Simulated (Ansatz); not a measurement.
# Ge: the cost of one run

Computed with Ansatz 0.2.0 (DFT PBEsol, scalar-relativistic, plane waves, PAW, unless a step's input says otherwise).

1 further run of the same task is left out (set aside as unsound or not needed).

### Step 1. The structure to begin with

It takes space group Fd-3m (No. 227, cubic). The conventional cell has a = 5.676 Å, b = 5.676 Å, c = 5.676 Å, α = 90.00°, β = 90.00°, γ = 90.00°. Ge (site symmetry -43m) is surrounded by 4 Ge at 2.46 Å.

Coordinates:

```cif
data_structure
_symmetry_space_group_name_H-M 'P 1'
_symmetry_Int_Tables_number 1
_cell_length_a 4.0134
_cell_length_b 4.0134
_cell_length_c 4.0134
_cell_angle_alpha 60.000
_cell_angle_beta 60.000
_cell_angle_gamma 60.000
_cell_volume 45.71
loop_
_atom_site_label
_atom_site_type_symbol
_atom_site_fract_x
_atom_site_fract_y
_atom_site_fract_z
_atom_site_occupancy
Ge1 Ge 0.50000 0.50000 0.50000 1
Ge2 Ge 0.75000 0.75000 0.75000 1
```

This cell was relaxed beforehand with the same method: volume 22.86 Å³/atom, gap on the mesh none (metal).

### Step 2. The reference: the undisturbed cell on the scan's mesh

File input.yaml:

```yaml
crystal:
  lattice:
    - [0.0, 2.8378807269, 2.8378807269]
    - [2.8378807269, 0.0, 2.8378807269]
    - [2.8378807269, 2.8378807269, 0.0]
  atoms:
    - { symbol: Ge, position: [0.5, 0.5, 0.5] }
    - { symbol: Ge, position: [0.75, 0.75, 0.75] }
basis:
  ecutwfc: 420
kpoints:
  mp_grid: { grid: [10, 10, 10] }
hamiltonian:
  xc: pbesol
scf:
  occupations: { method: gaussian, width: 0.15 }
output:
  forces: true
  stress: true
  eigenvalues: true
  write_density: true
  write_potential: true
  elf: true
  volumetric_format: npy
```

Command:

```bash
$ ansatz run input.yaml --threads 1 --pin off --max-ram 2560MiB --backend cpu --events-out ev --progress --plain --runs-dir out
```

**Question.** How long does this run take on 1 thread of Oxide Virtual Turin-like (Zen 5), shared host, and how much memory does it need?

About 2.8 s, with a peak of 0.36 GiB.
